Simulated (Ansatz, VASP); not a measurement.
# MoRu3 (random alloy of the hcp Ru-Mo line, x = 0.25) in two plane-wave programs, part 2 of 2

Wanted: the spread between two codes on one cell, functional and k mesh. The structure shown is the start of the Ansatz relaxation below; VASP solves that cell, so the two are compared at the walk's first step.

VASP 6.6.1 and Ansatz 0.2.0.

So far: Starting point; Ansatz: relaxation, PBE.

**3. VASP: single point, PBE, start cell**

Level of this step: PBE; plane waves and PAW (Ru_pv, Mo_sv) (VASP).

The same cell, functional, mesh and smearing now go to VASP, with its own data sets.

Lines of VASP's logs that name or quote its potential files are left out, and so is its time.

Input file INCAR:

```
SYSTEM = MoRu3
PREC = Accurate
ENCUT = 400
EDIFF = 1E-06
NELM = 120
ISMEAR = -1
SIGMA = 0.1
LREAL = Auto
ALGO = Normal
GGA = PE
NBANDS = 520
LASPH = .TRUE.
LORBIT = 11
LWAVE = .FALSE.
LCHARG = .FALSE.
ISIF = 2
GGA_COMPAT = .FALSE.
KPAR = 8
```

Input file POSCAR:

```
MoRu3
1.0
   10.9350000000      0.0000000000      0.0000000000
   -5.4675000000      9.4699900000      0.0000000000
    0.0000000000      0.0000000000      8.7200000000
Ru Mo
48 16
Direct
    0.0023193509      0.9987127758      0.9987844037
    0.0822789094      0.1684901462      0.2447247706
    0.0023842996      0.9983854260      0.5007339450
    0.0844161263      0.1697467474      0.7452752294
    0.0811381043      0.4163045579      0.2479931193
    0.0006834664      0.2512251861      0.4974770642
    0.0863793505      0.4185748876      0.7511467890
    0.9983204468      0.4991557541      0.4984174312
    0.0810835036      0.6652488545      0.7499655963
    0.0844871620      0.9162628472      0.2479587156
    0.0004155249      0.7535699615      0.5001146789
    0.2508734711      0.0012988398      0.0006880734
    0.3314778600      0.1642451576      0.2491972477
    0.2502382256      0.0012354818      0.5019151376
    0.3353381448      0.1672652241      0.7520298165
    0.3333028068      0.4176984347      0.2498279817
    0.2536742467      0.2532104047      0.5050114679
    0.3292529014      0.4136224009      0.7488417431
    0.2512168737      0.5018484708      0.0007224771
    0.3293061516      0.6660197107      0.2519036697
    0.2512234667      0.5016055983      0.4994954128
    0.2504906237      0.7502542241      0.9984633028
    0.3341515032      0.9169175469      0.2525917431
    0.3326080040      0.9175616870      0.7501834862
    0.4994256621      0.0000950371      0.9985779817
    0.5013546165      0.0012460414      0.4974885321
    0.5844240054      0.1682261544      0.7478096330
    0.4995501224      0.2500741817      0.9968463303
    0.5815636524      0.4190395132      0.7509403670
    0.4991407371      0.4983637786      0.0029243119
    0.5849663630      0.6627356523      0.2528440367
    0.5033306934      0.5007080261      0.4972477064
    0.4983338072      0.7511623560      0.0018233945
    0.5827456080      0.9177728804      0.2473853211
    0.5015133923      0.7500958290      0.4995642202
    0.8347092147      0.1671596274      0.2515711009
    0.7468576883      0.9948584951      0.5023853211
    0.8378024813      0.1676031337      0.7497706422
    0.7496196436      0.2497468318      0.0000344037
    0.8307365084      0.4155653807      0.2477064220
    0.7501428754      0.2493666836      0.5011353211
    0.7519955479      0.4959984118      0.9985206422
    0.8376496132      0.6720070454      0.2494266055
    0.7498396960      0.4995147830      0.5030504587
    0.8335287212      0.6680999663      0.7492660550
    0.7479934980      0.7506554917      0.0011467890
    0.7512757760      0.7505076563      0.5006422018
    0.8344227989      0.9191245186      0.7508486239
    0.9989968768      0.2491871692      0.0026032110
    0.0009328692      0.4985644124      0.9997247706
    0.0813465613      0.6661041881      0.2512155963
    0.9982023663      0.7504970966      0.0038073394
    0.0823644241      0.9170653823      0.7548165138
    0.2499376252      0.2526507420      0.0011811927
    0.3331667613      0.6670651183      0.7509403670
    0.2523882511      0.7503914999      0.4991399083
    0.5841420486      0.1657235119      0.2528096330
    0.5847979312      0.4184481715      0.2480275229
    0.4992638198      0.2472336296      0.4999082569
    0.5847193547      0.6662837025      0.7486123853
    0.5840609913      0.9185014979      0.7517201835
    0.7511073475      0.0002851112      0.0001834862
    0.8340594141      0.4187544021      0.7504931193
    0.8355821561      0.9164318019      0.2485779817
```

Input file KPOINTS:

```
Automatic mesh
0
Gamma
2 2 2
0 0 0
```

PAW data sets: Ru_pv and Mo_sv (PBE family, release 64).

On the command line:

```sh
> mpirun -np 8 vasp_std
```

Numbers of over 12 decimals in the logs are rounded to 6 here.

The log of the run:

```text
[banner, memory and clock lines left out]
running    8 mpi-ranks, on    1 nodes
[...]
|                                                                             |
|           W    W    AA    RRRRR   N    N  II  N    N   GGGG   !!!           |
|           W    W   A  A   R    R  NN   N  II  NN   N  G    G  !!!           |
|           W    W  A    A  R    R  N N  N  II  N N  N  G       !!!           |
|           W WW W  AAAAAA  RRRRR   N  N N  II  N  N N  G  GGG   !            |
|           WW  WW  A    A  R   R   N   NN  II  N   NN  G    G                |
|           W    W  A    A  R    R  N    N  II  N    N   GGGG   !!!           |
|                                                                             |
|     For optimal performance we recommend to set                             |
|       NCORE = 2 up to number-of-cores-per-socket                            |
|     NCORE specifies how many cores store one orbital (NPAR=cpu/NCORE).      |
|     This setting can greatly improve the performance of VASP for DFT.       |
|     The default, NCORE=1 might be grossly inefficient on modern             |
|     multi-core architectures or massively parallel machines. Do your        |
|     Unfortunately you need to use the default for GW and RPA                |
|     calculations (for HF NCORE is supported but not extensively tested      |
|     yet).                                                                   |
|                                                                             |

 LDA part: xc-table for (Slater+PW92), standard interpolation
 POSCAR, INCAR and KPOINTS ok, starting setup
[...]
entering main loop
       N       E                     dE             d eps       ncg     rms          rms(c)
DAV:   1     0.110314067383E+05    0.11031E+05   -0.46676E+05  8568   0.157E+03
DAV:   2    -0.547246966979E+02   -0.11086E+05   -0.10797E+05  8536   0.556E+02
DAV:   3    -0.629511847485E+03   -0.57479E+03   -0.54055E+03 11200   0.118E+02
DAV:   4    -0.660067969179E+03   -0.30556E+02   -0.29615E+02 10120   0.198E+01
[...]
DAV:  24    -0.618511102055E+03    0.19187E-05   -0.36306E-06  7080   0.561E-03    0.463E-03
DAV:  25    -0.618511101041E+03    0.10132E-05   -0.87535E-07  4688   0.336E-03    0.259E-03
DAV:  26    -0.618511100792E+03    0.24901E-06   -0.32886E-07  4568   0.191E-03
   1 F= -.61851110E+03 E0= -.61742369E+03  d E =-.217482E+01
```

OUTCAR, selected parts (step 3):

```text
  Total       25.3455730     23.0997235     -1.4969883     -0.5643035      0.2670403     -0.1605245
  in kB       44.9705194     40.9857202     -2.6560985     -1.0012408      0.4738083     -0.2848177
  external PRESSURE =      27.7667137 kB  Pullay stress =       0.0000000 kB

 POSITION                                       TOTAL-FORCE (eV/Angst)
 -----------------------------------------------------------------------------------
     -5.43510      9.45780      8.70940        -0.290197      0.095487      0.036811
     -0.02150      1.59560      2.13400         0.348255      0.081909      0.920686
     -5.43260      9.45470      4.36640        -0.344198      0.335762     -0.073201
     -0.00500      1.60750      6.49880         0.014423     -0.092750      0.082745
     -1.38890      3.94240      2.16250         0.504983     -0.047579      0.488246
     -1.36610      2.37910      4.33800        -0.030335      0.008038      0.164112
     -1.34400      3.96390      6.55000        -0.083531     -0.323638     -0.541376
      8.18750      4.72700      4.34620         0.141496     -0.215435      0.045857
     -2.75060      6.29990      6.53970         0.208188      0.416806     -0.332035
     -4.08580      8.67700      2.16220         0.226214      0.548713      0.419546
     -4.11560      7.13630      4.36100        -0.041056     -0.336135      0.089843
      2.73620      0.01230      0.00600         0.504060     -0.273917      0.061462
      2.72670      1.55540      2.17300        -0.222551      0.243345      0.197359
      2.72960      0.01170      4.37670        -0.215972     -0.220236     -0.228223
[...]
-----------------------------------------------------------------------------------
    total drift:                               -0.006931      0.009887     -0.000356

  FREE ENERGIE OF THE ION-ELECTRON SYSTEM (eV)
  ---------------------------------------------------
  free  energy   TOTEN  =      -618.5111007924 eV

  energy  without entropy=     -616.3362804430  energy(sigma->0) =     -617.42369062

[... 1 further part left out ...]
```

The run ends at a pressure of 2.78 GPa, with forces up to 0.99 eV/Å.

**4. Side by side**

Known differences besides the potentials themselves: the data sets hold 992 valence electrons in Ansatz (on its default PAW (the set named soft_2) files) and 896 in VASP; the cutoff is 420 eV in Ansatz and 400 eV in VASP (PREC = Accurate, projectors in real space). Total energies have different zeros and are not compared.

Forces on 9 of the 64 atoms, those with the largest forces and the largest differences (eV/Å; atoms numbered as in POSCAR):

| atom | Ansatz x, y, z | VASP x, y, z |
| --- | --- | --- |
| Ru2 | 0.344, 0.081, 0.901 | 0.348, 0.082, 0.921 |
| Ru33 | 0.398, -0.191, 0.385 | 0.397, -0.198, 0.401 |
| Ru35 | 0.185, 0.055, -0.413 | 0.194, 0.056, -0.429 |
| Ru42 | -0.807, 0.464, 0.010 | -0.821, 0.462, 0.009 |
| Ru43 | -0.268, -0.834, 0.178 | -0.275, -0.841, 0.186 |
| Mo53 | 0.356, 0.299, -0.814 | 0.359, 0.304, -0.824 |
| Mo57 | 0.246, -0.292, -0.777 | 0.253, -0.299, -0.788 |
| Mo59 | -0.095, 0.348, 0.866 | -0.102, 0.349, 0.877 |
| Mo61 | -0.265, 0.650, -0.573 | -0.270, 0.659, -0.580 |

The forces differ by 6.4 meV/Å r.m.s., which is 2.0 % of the r.m.s. force of 0.326 eV/Å (both taken over all components).

**5. What came out**

| Item | Value |
| --- | --- |
| r.m.s. force difference (single point, PBE, start cell) | 2.0 % of the r.m.s. force |

The r.m.s. force difference is 2.0 % of the r.m.s. force (single point, PBE, start cell), within the 3 % picked in this series as the mark of a large difference. The data sets hold unlike numbers of valence electrons (992 in Ansatz and 896 in VASP), so part of the differences comes from the potentials. VASP runs on this material, other cells of it included, that failed, so that no pair exists: single point, PBE (timeout). How closely two codes agree says nothing of how well the functional describes the real material.

[Lines on the potential files, build, host, timing and source positions are cut from VASP's logs without a mark.]

[Logs are printed without paths, hosts, clocks, repeated set-up lines and the standing remarks that a program may print on its own settings, such as how far it seeks lower states.]

[Hosts, paths, dates, database ids (printed as entryN), source tags and the programs' standing remarks are cut or masked in the printed files.]
